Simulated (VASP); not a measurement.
AlN:

```
CELL_PARAMETERS angstrom
3.11300 0.00000 0.00000
-1.55650 2.69594 0.00000
0.00000 0.00000 4.98100
ATOMIC_POSITIONS crystal
Al 0.66667 0.33333 0.50000
Al 0.33333 0.66667 0.00000
N 0.66667 0.33333 0.88000
N 0.33333 0.66667 0.38000
```

Base run:

```yaml
Program: VASP 6.6.1
Functional: r2SCAN-EpsX
Potentials_or_basis: VASP PAW PBE potentials, release 64 (Al, N)
Cutoff: 520 eV
k_mesh: 6 × 6 × 4
Occupations: gaussian, width 0.02 eV
Spin: no spin polarisation
```

Its results: band gap on the k mesh 6.52 eV, direct; pressure -4.0 GPa; largest force 0.125 eV/Å.

**Question.** The run is repeated on the same cell with these changes: functional from r2SCAN-EpsX to PBE0. What comes out?

**Answer.** Band gap on the k mesh 6.30 eV, direct; pressure -1.7 GPa; largest force 0.128 eV/Å.

Caveats: the PAW data sets were made with another functional, which shifts forces and pressure a little.
